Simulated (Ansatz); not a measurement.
**Zone-centre phonons of NbC: input and output**

The calculation used DFT PBEsol, scalar-relativistic, plane waves, PAW (Ansatz).

Launched with:
```bash
ansatz run input.yaml --threads 1 --pin off --max-ram 4096MiB --backend cpu --events-out ev --progress --plain --runs-dir out
```

Input (bare energies are in eV):
```yaml
crystal:
  lattice:
    - [0.0, 2.2254180294, 2.2254180294]
    - [2.2254180294, 0.0, 2.2254180294]
    - [2.2254180294, 2.2254180294, 0.0]
  atoms:
    - { symbol: Nb, position: [0.0, 0.0, 0.0] }
    - { symbol: C, position: [0.5, 0.5, 0.5] }
basis:
  ecutwfc: 420
kpoints:
  mp_grid: { grid: [16, 16, 16] }
hamiltonian:
  xc: pbesol
scf:
  occupations: { method: fermi_dirac, width: 0.15 }
output:
  eigenvalues: true
phonons:
  method: dfpt
  eigenvectors: true
```

Results section of the output:
```
--- Phonons (Γ-DFPT): 2 representative perturbations + reference, on 349 of 4096 k-points (Σ response iterations 6) ---
  k mesh reduced under 8 symmetry operations, with k and −k counted as one. Each operation leaves every solved perturbation unchanged. A smaller set is not used because it would not reduce the number of displacements ...
  ASR residual: 9.624e-4 → 0.000e0 eV/Å²; symmetrization residual: 8.069e-7 eV/Å²
  ASR residual per site (eV/Å²): 9.62e-4 2.52e-6
  Γ frequencies (cm⁻¹): 0.00 0.00 0.00 538.93 538.93 538.93
  non-analytic LO–TO correction: not included (Born effective charges unavailable; polar crystals: no LO–TO splitting at Γ)
```

It took 28 s on 1 thread of Arm Neoverse V2, with other jobs on the host, peak memory 0.59 GiB.

In a metal, frequencies and elastic constants depend on the k mesh and the smearing, soft modes and shear constants most.